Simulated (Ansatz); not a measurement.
# TiSe (Pm-3m) in Ansatz: further runs

The runs below take TiSe through relaxation of cell and atoms, single point, with PBEsol0, B3LYP, HSE06.

All numbers are computed with Ansatz 0.2.0; they aren't measurements. Logs are shortened: lines on timing, memory, paths and dates and some standing lists are left out, and cuts for length are marked.

## 1. The structure

The structure is cubic, space group Pm-3m (No. 221). Conventional cell: a = 3.204 Å, b = 3.204 Å, c = 3.204 Å, α = 90.00°, β = 90.00°, γ = 90.00°. Ti (site symmetry m-3m) is surrounded by 8 Se at 2.77 Å. Around Se (site symmetry m-3m) lie 8 Ti at 2.77 Å.

The cell was built by a generator and needn't be a form met in nature.

## 2. Relaxation of cell and atoms, PBEsol0

File input:

```
crystal:
  lattice:
    - [3.20359, 0.0, 0.0]
    - [0.0, 3.20359, 0.0]
    - [0.0, 0.0, 3.20359]
  atoms:
    - { symbol: Ti, position: [0.0, 0.0, 0.0] }
    - { symbol: Se, position: [0.5, 0.5, 0.5] }
hamiltonian:
  xc: { exchange: pbesol, correlation: pbesol, exx: { coeff: 0.25 } }
  pseudopotentials: { kind: paw }
kpoints:
  mp_grid: { grid: [4, 4, 4] }
scf:
  occupations: { method: fermi_dirac, width: 0.05 }
output:
  forces: true
  stress: true
  eigenvalues: true
relax:
  f_tol: 0.01
  max_steps: 40
  cell: { stress_tol: 0.05 }
```

Potentials or basis: Ansatz PAW.

Log:

```text
GPUs: using 1 of 1 available (devices: 1).
Engine: ansatz 0.2.0, x86_64-unknown-linux-gnu
Pseudopotentials: kind: paw
Pseudopotential: Ti, paw, valence charge 12, recommended cutoff 420 eV (normal), Ti.paw.azcp
Pseudopotential: Se, paw, valence charge 16, recommended cutoff 420 eV (normal), Se.paw.azcp
Functional definition: unnamed
  parameter a_1 = 0.25
  exchange = (1 - a_1)*pbe_x(mu = 0.12345679012345678) + a_1*exact_x
  correlation = pbe_c(beta = 0.046)
device memory: the entry about to start is reckoned to put 0.4 GiB on a device that reports 43.8 GiB free (of which the cap on the GPU budget leaves the run 18.0 GiB)
GPU FFT provider: cuFFT
GPU libraries: cuBLAS 13.8.2, cuFFT 12.4.0, cuSOLVER 12.3.4
Crystal: 2 atoms, lattice volume = 32.878 Å³
Basis set: ecut = 420 eV, 619 PW (Γ), exchange–correlation on 48×48×48 points (8 copies of the dense FFT grid, shifted against one another)
Bands: 18, of which v1, the nominal top of the filled ones, is band 14 counted from 1 (13 counted from 0)
Symmetry: 48 space group operations
Space group: Pm-3m (ITA 221), of the structure as read, at distance tolerance 3.2e-5 Å
k-points: 10 of 64
Non-local potential: Ti, projectors of the file, l = 0: 3, l = 1: 2, l = 2: 3, l = 3: 1
Non-local potential: Se, projectors of the file, l = 0: 2, l = 1: 2, l = 2: 3, l = 3: 1
PAW form: soft (Blöchl's): semilocal exchange-correlation on the pseudo side does not see the compensation charge
PAW frozen core: Ti, regenerated for the run's functional, and the local potential with it (the file was generated under x = pbe(κ = 0.804, μ = 0.2195149727645171), c = pbe(β = 0.06672455060314922))
PAW frozen core: Se, regenerated for the run's functional, and the local potential with it (the file was generated under x = pbe(κ = 0.804, μ = 0.2195149727645171), c = pbe(β = 0.06672455060314922))
PAW one-centre angular grid: Ti, 590 points (default); XC on 64 Gauss nodes
PAW one-centre angular grid: Se, 590 points (default); XC on 64 Gauss nodes
Initial density: superposition of atomic densities (neutral atoms: chi_scale 0, normalization atom), corrected by the library's trained network
Initial wavefunctions: pseudopotential atomic-orbital guess
GPU buffer pool allocated for 13824 grid points (all kernels)
GPU transforms: local potential and band sums: pruned to the plane-wave sphere, on 24×24×24
Functional: x = pbesol(κ = 0.804, μ = 0.12345679012345678), c = pbesol(β = 0.046), warm-up for x = 0.75 pbesol(κ = 0.804, μ = 0.12345679012345678) + 0.25 exact, c = pbesol(β = 0.046)
SCF iter   1: F=—  HF=-7899.849476 eV  |F-HF|=—  |Δ(HF+E_count)|=         —  Δρ=8.77e-3  dr2=2.72e-2  ethr=1.77e-3  ⟨swp⟩=5.1  Hψ=636  notcnv=0
preconditioner: auto → none  [insulator: Δε(μ)=0.130 eV  Ē_g=7.507 eV  σ=0.050 eV  W_gap=0.53  n_scr=6 (ndim 8)  ℏωp=20.5 eV  f_vac=0.000  D(μ)=4.18/eV (n_scr^D=56)]
iter 2 solved again at ethr=7.82e-6 eV; its pass at ethr=9.70e-5 eV (dr2=2.19e-3 eV) is discarded
SCF iter   2: F=—  HF=-7899.843580 eV  |F-HF|=—  |Δ(HF+E_count)|=   5.90e-3  Δρ=2.31e-3  dr2=2.22e-3  ethr=7.82e-6  ⟨swp⟩=3.5  Hψ=829  notcnv=0  defer=1
SCF iter   3: F=—  HF=-7899.843424 eV  |F-HF|=—  |Δ(HF+E_count)|=   1.56e-4  Δρ=7.07e-4  dr2=1.60e-4  ethr=7.82e-6  ⟨swp⟩=2.6  Hψ=335  notcnv=0  defer=1
SCF iter   4: F=—  HF=-7899.843437 eV  |F-HF|=—  |Δ(HF+E_count)|=   1.36e-5  Δρ=1.27e-4  dr2=2.98e-6  ethr=5.70e-7  ⟨swp⟩=4.4  Hψ=369  notcnv=0
[... 304 lines left out ...]
hybrid outer 2: dexx = +3.911e-10 eV, tail = 5.37e-11 eV, Δε = 5.73e-5 eV (about 4.16e-6 eV left of the loop's levels)
relax step   5: F+E_penalty+E_count = -7921.05996211 eV  Δ(F+E_penalty+E_count) = +4.267e-4 eV  max|allowed force component| = 4.411e-25 eV/Å  Δτ_max = 0.0000 Å  P = -0.017 GPa  Ω = 31.377 Å³  stress off target by 1.69e-2 GPa  SCF on the basis re-selected at this cell (its energy is not comparable with the rows above)  (12 SCF iters)
basis re-selected at this cell: Δ(F+E_penalty+E_count) = +4.267e-4 eV, ΔP = +0.012 GPa vs the last step (what re-selecting the basis moved, of the pressure what is left beyond the Pulay correction that the steps carried, after the strain that the cell walked since its last selection, with what the two solves' SCF thresholds leave and, on support functions, any second-order correction that the steps lacked; it is no measure of the basis error at this ecutwfc). This SCF's stress stands 1.69e-2 GPa from its target on what of the cell is left free (relax.cell.stress_tol is 5.00e-2 GPa) and its largest allowed force component is 4.41e-25 eV/Å (relax.f_tol is 1.00e-2 eV/Å): within both
hybrid SCF converged: 2 outer / 12 inner (+0 warm-up), last move |dexx| = 3.91e-10 eV, tail = 5.37e-11 eV
Stability not checked: this state was not tested for a lower state beside it, because the functional holds exact exchange (a hybrid, or Hartree-Fock), whose exchange loop this test does not read (fock_operator; see scf.lower_state_search)
Free energy (F): -7921.059962 eV
Frozen-core exchange: fock
Harris-Foulkes:  -7921.059962 eV  (|F-HF|=1.64e-11)
Internal energy: -7921.042602 eV  (E = F + TS)
E sigma→0 (E₀):  -7921.051282 eV
Entropy (-TS):   -0.017361 eV (-8.680 meV/atom)
Fermi energy:    16.001537 eV
--- Per-component energies (eV) ---
  E_band       = -498.312348
  E_kinetic    = 395.352845
  E_local      = -2602.985524  (includes V_loc(G=0)·N_el)
  E_nonlocal   = -584.462789
  E_hartree    = 1277.569483
  E_xc         = -157.203653
  E_vxc        = -173.093603  (∫ρ·V_xc dr)
  E_exx        = -119.747173  (= α·E_x^exact, valence–valence)
  E_paw        = -2835.529435  (= ΣΔE_a)
  E_vpaw       = 151.232677  (= ΣTr[D̂ρ^β])
  E_aug_tail   = -0.000492  (compensation charges beyond the density's cutoff)
  E_ewald      = -3293.646887
  E_core_change = -0.388976  (= ΣΔE_core)
  E_smearing   = -0.017361  (= −TS)
  E_closure    = -0.000000  (closes the sum)
  Σ components = -7921.059962   (vs F -7921.059962, Δ=-9.09e-13)
--- Forces (eV/Å), atoms counted from 1 ---
  atom   1  Ti     0.00000000    -0.00000000    -0.00000000
  atom   2  Se     0.00000000     0.00000000    -0.00000000
  max |Σ_I F_I| component: 4.00e-25 eV/Å
--- Stress (GPa, compression-positive) ---
       -0.016909      -0.000000      -0.000000
       -0.000000      -0.016909       0.000000
       -0.000000       0.000000      -0.016909
  P = ⅓ Tr σ = -0.0169 GPa (-0.169 kbar)
--- Band table (eV; the first three rows and the last of 10) ---
  k-point 0: bands = ["-46.3857", "-36.9812", "-36.9812", "-36.9776", "-36.9776", "-36.9776", "-21.0342", "-21.0342", "-21.0342", "-2.3691", "13.2624", "13.2624", "13.6500", "13.6500", "13.6500", "18.6415", "18.6415", "18.6415"]
  k-point 1: bands = ["-46.3770", "-36.9811", "-36.9786", "-36.9786", "-36.9777", "-36.9776", "-21.1531", "-21.0228", "-21.0228", "-1.6186", "8.9150", "13.1201", "13.1201", "13.5987", "16.7377", "18.8032", "19.7433", "19.7433"]
  k-point 2: bands = ["-46.3672", "-36.9809", "-36.9796", "-36.9796", "-36.9774", "-36.9740", "-21.2636", "-21.0111", "-21.0111", "-0.5671", "6.2202", "12.6765", "12.6765", "14.0495", "18.9728", "19.0380", "21.3357", "21.3357"]
  k-point 9: bands = ["-46.3312", "-36.9818", "-36.9818", "-36.9818", "-36.9701", "-36.9701", "-21.1966", "-21.1966", "-21.1966", "1.9951", "8.3021", "8.3021", "8.3021", "18.9979", "18.9979", "18.9979", "19.1386", "19.1386"]
--- Relaxed structure (4 steps of the walk, 4 accepted, 1 SCFs on fresh bases) ---
  F+E_penalty+E_count = -7921.05996211 eV   max|allowed force component| = 4.411e-25 eV/Å   (the final SCF, on the basis selected at the relaxed cell)
  cell:  # Å, volume = 31.3768 Å³
    - [3.1540580713233983, -9.870390964984584e-34, -4.493836536903551e-34]
    - [-9.950638046000717e-34, 3.1540580713233983, 0.0]
    - [1.925929944387236e-34, 0.0, 3.1540580713233983]
  atoms:
    - { symbol: Ti, position: [5.00982216805925e-36, -6.262277711747297e-37, 3.131138855606672e-37] }
    - { symbol: Se, position: [0.5, 0.5, 0.5] }
```

Run time: 43 s. Hardware: 1 × NVIDIA H100 80GB HBM3 with 2 threads of AMD EPYC 7R13 (Zen 3), shared host; peak memory 1.6 GiB.

Results:

| Property | Result |
| --- | --- |
| Free energy | -7921.0600 eV |
| Relaxed volume | 15.69 Å³/atom |
| Relaxed cell | a = 3.154 Å, b = 3.154 Å, c = 3.154 Å, α = 90.00°, β = 90.00°, γ = 90.00° |
| Space group after relaxing (to 0.05 Å) | Pm-3m (No. 221) |
| Energy gained by relaxing | 14.5 meV/atom |
| Ionic steps | 5 |
| Pressure after relaxing | 0.0 GPa |
| Band gap on the k mesh | none (metal or under the smearing width) |

Step by step:
| step | energy change (eV) | largest force (eV/Å) | volume (Å³) |
| --- | --- | --- | --- |
| 1 | 0.0000 | 0.0000 | 32.88 |
| 2 | -0.0062 | 0.0000 | 30.12 |
| 3 | -0.0292 | 0.0000 | 31.47 |
| 4 | -0.0294 | 0.0000 | 31.38 |
| 5 | -0.0290 | 0.0000 | 31.38 |

Final structure:
```
CELL_PARAMETERS angstrom
3.15406 0.00000 0.00000
0.00000 3.15406 0.00000
0.00000 0.00000 3.15406
ATOMIC_POSITIONS crystal
Ti 0.00000 0.00000 0.00000
Se 0.50000 0.50000 0.50000
```

Caveat: the k mesh is coarse (spacing up to 0.49 Å⁻¹), so the values aren't converged, least of all with exact exchange; the plane-wave basis is chosen anew once the cell has moved, so the energies of steps on either side of that aren't comparable; the PAW data sets come from PBE, with cores solved anew for the run's functional, which leaves a small shift of forces and pressure.

## 3. Single point, B3LYP

input: that of step 2 with these lines changed.

```diff
@@ -9,3 +9,3 @@
 hamiltonian:
-  xc: { exchange: pbesol, correlation: pbesol, exx: { coeff: 0.25 } }
+  xc: b3lyp
   pseudopotentials: { kind: paw }
@@ -19,5 +19 @@
   eigenvalues: true
-relax:
-  f_tol: 0.01
-  max_steps: 40
-  cell: { stress_tol: 0.05 }
```

Potentials or basis: Ansatz PAW.

Wall time 9 s (1 × NVIDIA H100 80GB HBM3 with 2 threads of AMD EPYC 7R13 (Zen 3), shared host); peak memory 1.6 GiB.

The run converged. Its results:

- Free energy: -7985.3741 eV
- Pressure: 4.5 GPa
- Band gap on the k mesh: none (metal or under the smearing width)

Levels at points of the mesh, in eV from the Fermi level:
| k point | band 11 | band 12 | band 13 | band 14 | band 15 | band 16 | band 17 | band 18 |
| --- | --- | --- | --- | --- | --- | --- | --- | --- |
| (0.00, 0.00, 0.00) | -2.37 | -2.37 | -2.21 | -2.21 | -2.21 | 2.32 | 2.32 | 2.32 |
| (0.00, 0.00, -0.50) | -8.96 | -3.06 | -3.06 | -1.72 | 2.52 | 2.60 | 4.68 | 4.68 |
| (0.00, -0.50, -0.50) | -6.80 | -6.80 | -2.49 | -0.44 | 1.16 | 1.16 | 1.96 | 2.68 |
| (-0.50, -0.50, -0.50) | -7.03 | -7.03 | -7.03 | 2.61 | 2.61 | 3.16 | 3.16 | 3.16 |

Caveat: the k mesh is coarse (spacing up to 0.49 Å⁻¹), so the values aren't converged, least of all with exact exchange; the PAW data sets come from PBE, with cores solved anew for the run's functional, which leaves a small shift of forces and pressure; the thresholds are loose for stress.

## 4. Relaxation of cell and atoms, B3LYP

input: that of step 3 with these lines changed.

```diff
@@ -19 +19,5 @@
   eigenvalues: true
+relax:
+  f_tol: 0.01
+  max_steps: 40
+  cell: { stress_tol: 0.05 }
```

Wall time 34 s (1 × NVIDIA H100 80GB HBM3 with 2 threads of AMD EPYC 7R13 (Zen 3), shared host); peak memory 1.6 GiB.

It converged, with:

```
Free energy                            : -7985.3910 eV
Relaxed volume                         : 17.07 Å³/atom
Relaxed cell                           : a = 3.244 Å, b = 3.244 Å, c = 3.244 Å, α = 90.00°, β = 90.00°, γ = 90.00°
Space group after relaxing (to 0.05 Å) : Pm-3m (No. 221)
Energy gained by relaxing              : 8.5 meV/atom
Ionic steps                            : 5
Pressure after relaxing                : 0.0 GPa
Band gap on the k mesh                 : none (metal or under the smearing width)
```

Step by step:
```tsv
step	energy change (eV)	largest force (eV/Å)	volume (Å³)
1	0.0000	0.0000	32.88
2	-0.0080	0.0000	35.07
3	-0.0166	0.0000	34.19
4	-0.0166	0.0000	34.13
5	-0.0170	0.0000	34.13
```

Final structure:
```cif
data_structure
_symmetry_space_group_name_H-M 'P 1'
_symmetry_Int_Tables_number 1
_cell_length_a 3.2437
_cell_length_b 3.2437
_cell_length_c 3.2437
_cell_angle_alpha 90.000
_cell_angle_beta 90.000
_cell_angle_gamma 90.000
_cell_volume 34.13
loop_
_atom_site_label
_atom_site_type_symbol
_atom_site_fract_x
_atom_site_fract_y
_atom_site_fract_z
_atom_site_occupancy
Ti1 Ti 0.00000 0.00000 0.00000 1
Se1 Se 0.50000 0.50000 0.50000 1
```

Levels at points of the mesh, in eV from the Fermi level:
```
              k point  band 11  band 12  band 13  band 14  band 15  band 16  band 17  band 18
   (0.00, 0.00, 0.00)    -2.26    -2.26    -2.21    -2.21    -2.21     2.26     2.26     2.26
  (0.00, 0.00, -0.50)    -8.71    -2.99    -2.99    -1.66     2.38     2.52     4.46     4.46
 (0.00, -0.50, -0.50)    -6.62    -6.62    -2.41    -0.52     1.16     1.16     1.85     2.53
(-0.50, -0.50, -0.50)    -6.79    -6.79    -6.79     2.46     2.46     3.11     3.11     3.11
```

Caveat: the k mesh is coarse (spacing up to 0.49 Å⁻¹), so the values aren't converged, least of all with exact exchange; the plane-wave basis is chosen anew once the cell has moved, so the energies of steps on either side of that aren't comparable; the PAW data sets come from PBE, with cores solved anew for the run's functional, which leaves a small shift of forces and pressure.

## 5. Relaxation of cell and atoms, HSE06

input: that of step 4 with these lines changed.

```diff
@@ -9,3 +9,3 @@
 hamiltonian:
-  xc: b3lyp
+  xc: hse06
   pseudopotentials: { kind: paw }
```

Wall time 25 s (1 × NVIDIA H100 80GB HBM3 with 2 threads of AMD EPYC 7R13 (Zen 3), shared host); peak memory 1.6 GiB.

It converged, with:

| Property | Result |
| --- | --- |
| Free energy | -7971.2608 eV |
| Relaxed volume | 16.17 Å³/atom |
| Relaxed cell | a = 3.186 Å, b = 3.186 Å, c = 3.186 Å, α = 90.00°, β = 90.00°, γ = 90.00° |
| Space group after relaxing (to 0.05 Å) | Pm-3m (No. 221) |
| Energy gained by relaxing | 1.7 meV/atom |
| Ionic steps | 4 |
| Pressure after relaxing | 0.0 GPa |
| Band gap on the k mesh | none (metal or under the smearing width) |

Step by step:
```
step  energy change (eV)  largest force (eV/Å)  volume (Å³)
   1              0.0000                0.0000        32.88
   2             -0.0015                0.0000        31.92
   3             -0.0036                0.0000        32.35
   4             -0.0035                0.0000        32.35
```

Final structure:
```xyz
2
Lattice="3.1862 0.0000 0.0000 0.0000 3.1862 0.0000 0.0000 0.0000 3.1862" Properties=species:S:1:pos:R:3 pbc="T T T"
Ti    0.0000    0.0000    0.0000
Se    1.5931    1.5931    1.5931
```

Levels at points of the mesh, in eV from the Fermi level:
```csv
k point,band 12,band 13,band 14,band 15,band 16,band 17
"(0.00, 0.00, 0.00)",-2.32,-2.06,-2.06,-2.06,2.24,2.24
"(0.00, 0.00, -0.50)",-2.89,-2.89,-1.52,2.47,2.52,4.72
"(0.00, -0.50, -0.50)",-6.91,-2.42,-0.16,0.96,0.96,1.86
"(-0.50, -0.50, -0.50)",-7.11,-7.11,2.61,2.61,2.61,2.62
```

Caveat: the k mesh is coarse (spacing up to 0.49 Å⁻¹), so the values aren't converged, least of all with exact exchange; the plane-wave basis is chosen anew once the cell has moved, so the energies of steps on either side of that aren't comparable; the PAW data sets come from PBE, with cores solved anew for the run's functional, which leaves a small shift of forces and pressure.

## 6. Summary

| task | level | cell | gap on the mesh (eV) | pressure (GPa) | relaxed volume (Å³/atom) |
| --- | --- | --- | --- | --- | --- |
| relaxation of cell and atoms | PBEsol0 | relaxed | none | 0.0 | 15.69 |
| single point | B3LYP | as given | none | 4.5 | - |
| relaxation of cell and atoms | B3LYP | relaxed | none | 0.0 | 17.07 |
| relaxation of cell and atoms | HSE06 | relaxed | none | 0.0 | 16.17 |

Alike in all rows: potentials or basis Ansatz PAW; no spin polarisation; k mesh 4 × 4 × 4; cutoff (eV) 420; smearing fermi-dirac 0.05 eV; the mesh is coarse, so values aren't converged.

Caveats: all runs use coarse meshes; the PAW data sets come from PBE, with cores solved anew for the run's functional, which leaves a small shift of forces and pressure; the plane-wave basis is chosen anew once the cell has moved, so the energies of steps on either side of that aren't comparable (some runs); the thresholds are loose for stress (some runs).

Total energies depend on the potentials used, so only differences within one code and one set of settings carry meaning.
